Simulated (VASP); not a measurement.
An input for Ansatz (written as the equivalent of a VASP run, and not itself run):

Ansatz 0.2 input:
```yaml
crystal:
  lattice:
    - [0.0000000, 2.9333247, 2.9333247]
    - [2.9333247, 0.0000000, 2.9333247]
    - [2.9333247, 2.9333247, 0.0000000]
  atoms:
    - { symbol: Sr, position: [0.0000000, 0.0000000, 0.0000000] }
    - { symbol: F, position: [0.2500000, 0.2500000, 0.2500000] }
    - { symbol: F, position: [0.7500000, 0.7500000, 0.7500000] }
kpoints:
  mp_grid: { grid: [7, 7, 7] }
hamiltonian:
  xc: pbe
  pseudopotentials: { kind: paw }
scf:
  occupations: { method: tetrahedron }
  max_iter: 100
output: { forces: true, stress: true, eigenvalues: true }
```

### Question
Translate this input to VASP (INCAR, KPOINTS, POSCAR, choice of POTCAR).

### Answer
This is not unique; one that fits is 
### INCAR
```
# general
SYSTEM =SrF2
PREC   =Accurate
ENCUT  =520
LREAL  =F
LASPH  =T

# electronic loop
EDIFF  =1E-7
NELM   =100
ALGO   =Normal
LMAXMIX=4

# smearing
ISMEAR =-5

# functional
GGA    =PE

# ions
ISIF   =2

# output
LWAVE  =F
LCHARG =T
LORBIT =11
NEDOS  =601

# other
LEFG   =T
```

File POSCAR:
```
SrF2
1.0
  0.0000000000   2.9333246790   2.9333246790
  2.9333246790   0.0000000000   2.9333246790
  2.9333246790   2.9333246790   0.0000000000
Sr F
1 2
Cart
  0.0000000000   0.0000000000   0.0000000000
  1.4666623395   1.4666623395   1.4666623395
  4.3999870185   4.3999870185   4.3999870185
```

File KPOINTS:
```
Automatic mesh
0
Gamma
7 7 7
0 0 0
```

POTCAR, in this order: Sr_sv F (PBE.64 set). Program: vasp_std.

Limits of the translation: each code has its own PAW files, so the cut-off isn't converted (ENCUT is set for VASP's; basis.ecutwfc is left out, and Ansatz then takes the one that its files recommend); Ansatz stops its SCF on the density residual and VASP on the energy change (EDIFF); the field gradients of LEFG aren't asked of the other code.

The compound is SrF2 in the fluorite structure. It was relaxed first.
